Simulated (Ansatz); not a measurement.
**TlBr (CsCl type): independent-particle optics**

How does TlBr (CsCl type) absorb light if electrons and holes don't interact? The runs, in order: HSE06 for the gap; optics with PBE on 6×6×6; optics with r2SCAN on 6×6×6; optics with PBE and scissors to the HSE06 gap on 6×6×6; optics with PBE with spin-orbit coupling on 4×4×4.

Computed with Ansatz 0.2.0 (plane waves, PAW; no local fields, no excitons, unless a step's input says otherwise).

### Step 1. The system as given

The structure is cubic, space group Pm-3m (No. 221). Conventional cell: a = 3.995 Å, b = 3.995 Å, c = 3.995 Å, α = 90.00°, β = 90.00°, γ = 90.00°. Around Tl (site symmetry m-3m) lie 8 Br at 3.46 Å. Around Br (site symmetry m-3m) lie 8 Tl at 3.46 Å.

Structure file:

```cif
data_structure
_symmetry_space_group_name_H-M 'Pm-3m'
_symmetry_Int_Tables_number 221
_cell_length_a 3.9949
_cell_length_b 3.9949
_cell_length_c 3.9949
_cell_angle_alpha 90.000
_cell_angle_beta 90.000
_cell_angle_gamma 90.000
_cell_volume 63.76
loop_
_atom_site_label
_atom_site_type_symbol
_atom_site_symmetry_multiplicity
_atom_site_Wyckoff_symbol
_atom_site_fract_x
_atom_site_fract_y
_atom_site_fract_z
_atom_site_occupancy
Tl1 Tl 1 a 0.00000 0.00000 0.00000 1
Br1 Br 1 b 0.50000 0.50000 0.50000 1
```

The cell was relaxed beforehand with r2SCAN; those runs aren't shown. Spin-orbit coupling, which matters for Tl, is in the runs so named alone.

### Step 2. HSE06 levels at special points

The input, input.yaml:

```yaml
crystal:
  lattice:
    - [3.9949064284, 0.0, 0.0]
    - [0.0, 3.9949064284, 0.0]
    - [0.0, 0.0, 3.9949064284]
  atoms:
    - { symbol: Tl, position: [0.0, 0.0, 0.0] }
    - { symbol: Br, position: [0.5, 0.5, 0.5] }
kpoints:
  mp_grid: { grid: [4, 4, 4] }
  band_path:
    path:
      - [0.0, 0.0, 0.0]
      - [0.0, 0.5, 0.0]
      - [0.5, 0.5, 0.0]
      - [0.5, 0.5, 0.5]
      - [0.0, 0.0, 0.5]
    npoints: 1
hamiltonian:
  xc: hse06
scf:
  occupations: { method: fixed }
  n_extra_bands: 4
output:
  forces: true
  stress: true
  eigenvalues: true
```

Command:

```
> ansatz run input.yaml --threads 4 --pin off --max-ram 3686MiB --backend cpu --events-out ev --progress --plain --runs-dir out
```

The runs that follow: Optics, PBE; Optics, r2SCAN; Optics, PBE with a scissors shift; Optics, PBE with spin-orbit coupling.

Q: Predict the results of all the runs planned. Wanted: ε∞, PBE; ε∞, r2SCAN; ε∞, PBE with spin-orbit coupling; tallest peak of ε₂, PBE; tallest peak of ε₂, r2SCAN; tallest peak of ε₂, PBE with spin-orbit coupling; HSE06 direct gap.

**Answer**, as computed:

```
                                        quantity            value
                                         ε∞, PBE             6.52
                                      ε∞, r2SCAN             5.71
                      ε∞, PBE + 0.70 eV scissors             5.87
                ε∞, PBE with spin-orbit coupling             6.73
                         tallest peak of ε₂, PBE  14.6 at 4.80 eV
                      tallest peak of ε₂, r2SCAN  13.4 at 5.20 eV
      tallest peak of ε₂, PBE + 0.70 eV scissors  14.6 at 5.50 eV
tallest peak of ε₂, PBE with spin-orbit coupling  14.3 at 4.20 eV
                                HSE06 direct gap          2.58 eV
```

From PBE with spin-orbit coupling to PBE + 0.70 eV scissors the direct gap grows from 1.67 to 2.58 eV, and ε∞ goes from 6.73 to 5.87. Spin-orbit coupling moves the direct gap by -0.22 eV; ε∞ doesn't compare between these two runs, as the bands summed differ. The meshes differ between the runs, and peak heights and places move with the mesh, so part of any difference isn't the level's. Local fields and excitons are left out: both change ε∞, and without excitons the onset lacks its lines.
